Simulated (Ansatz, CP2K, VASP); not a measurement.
# One calculation of SrVO3, 3 ways

```
Sr V O
1.0
     3.84090    0.00000    0.00000
     0.00000    3.84090    0.00000
     0.00000    0.00000    3.84090
Sr V O
1 1 3
Direct
  0.50000 0.50000 0.50000
  0.00000 0.00000 0.00000
  0.00000 0.00000 0.50000
  0.00000 0.50000 0.00000
  0.50000 0.00000 0.00000
```

Alike in all runs: task single point; functional PBE; k mesh 7 × 7 × 7; occupations fermi-dirac, width 0.05 eV; collinear spin, ferromagnetic start; no spin-orbit coupling. Pressure is positive in compression and, in plane waves, holds the error of the finite cutoff, which Ansatz's Pulay term estimates and takes out.

| program and potentials | plane-wave cutoff (eV) | notes | pressure (GPa) | net moment per atom (μB) |
| --- | --- | --- | --- | --- |
| Ansatz, Ansatz PAW | 420 | Pulay term of +0.66 GPa included | 2.37 | 0.00 |
| CP2K, POTENTIAL_UZH Sr GTH-PBE-q10, V GTH-PBE-q13, O GTH-PBE-q6; TZVP-MOLOPT-PBE-GTH basis | - | atomic basis | 4.33 | 0.00 |
| VASP, PBE PAW files O, Sr_sv, V_sv, 520 eV | 520 | - | 3.23 | 0.00 |

The pressure spans 2.37 (Ansatz, Ansatz PAW) to 4.33 GPa (CP2K, POTENTIAL_UZH Sr GTH-PBE-q10, V GTH-PBE-q13, O GTH-PBE-q6; TZVP-MOLOPT-PBE-GTH basis). All agree on the net moment per atom. The state is the one that the start led to, which needn't be the lowest. Rows in atomic bases carry the error of their basis and grid, which can be large.

Differences between rows come from potentials, basis sets and numerical settings, since the functional is the same but for its coding. Runs on potential files found faulty are left out.
